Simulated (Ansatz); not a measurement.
# How settings move the G0W0 gap of LiF (P6_3mc)

LiF (P6_3mc) from a database of computed structures, relaxed with r2SCAN; one-shot G0W0 in Ansatz without spin-orbit coupling. (Simulation; spin polarisation is off.)

```xyz
4
Lattice="3.0811 0.0000 0.0000 -1.5405 2.6683 0.0000 0.0000 0.0000 4.7852" Properties=species:S:1:pos:R:3 pbc="T T T"
Li    0.0000    1.7788    1.8301
Li    1.5405    0.8894    4.2227
F     0.0000    1.7788    4.7496
F     1.5405    0.8894    2.3570
```

Gaps are read over the mesh points alone. G0W0 values are finite-basis, finite-mesh values.
```csv
start,potentials,frequency model,mesh,empty bands,screening cutoff (eV),Kohn-Sham gap (eV),G0W0 gap (eV),rough cost
r2SCAN,PAW,contour deformation,6×6×4,63,80,8.58,12.28,50 core-seconds
r2SCAN,PAW,contour deformation,6×6×4,147,140,8.58,12.36,2.8 core-minutes
r2SCAN,PAW,contour deformation,6×6×4,271,210,8.58,12.54,11 core-minutes
HSE06,PAW,contour deformation,6×6×4,147,140,10.03,12.93,3 core-minutes
LDA,PAW,contour deformation,6×6×4,147,140,7.53,11.93,2.2 core-minutes
PBE,PAW,contour deformation,6×6×4,147,140,7.85,11.96,2.3 core-minutes
r2SCAN,PAW,Godby-Needs pole,6×6×4,147,140,8.58,12.35,2.5 core-minutes
r2SCAN,PAW,contour deformation,9×9×4,63,80,8.58,12.28,3 core-minutes
r2SCAN,norm-conserving,contour deformation,6×6×4,147,140,8.62,12.40,5 core-minutes
```

The quasiparticle gap on this mesh is 12.54 eV (direct at Γ), against 8.58 eV from r2SCAN: +3.96 eV. Renormalisation factors Z lie between 0.82 and 0.90.

Raising bands and cutoff together moves the gap by +0.08 eV (80 to 140 eV), then +0.18 eV (140 to 210 eV); the last step is still large, so the basis limit isn't reached. Starting from HSE06 (10.03 eV against r2SCAN's 8.58 eV) gives 12.93 eV, +0.57 eV from G0W0@r2SCAN at the same screening cutoff. Starting from LDA (7.53 eV against r2SCAN's 8.58 eV) gives 11.93 eV, -0.43 eV from G0W0@r2SCAN at the same screening cutoff. Starting from PBE (7.85 eV against r2SCAN's 8.58 eV) gives 11.96 eV, -0.40 eV from G0W0@r2SCAN at the same screening cutoff. The Godby-Needs plasmon pole differs from contour deformation by -0.01 eV. A 9×9×4 mesh in place of 6×6×4 changes the opening over r2SCAN by 0.00 eV (the gap on the mesh by 0.00 eV). Norm-conserving potentials (wave cutoff 1250 eV against 500 eV) shift the quasiparticle gap by +0.04 eV and the r2SCAN gap by +0.04 eV. r2SCAN runs take a wave cutoff of 500 eV.
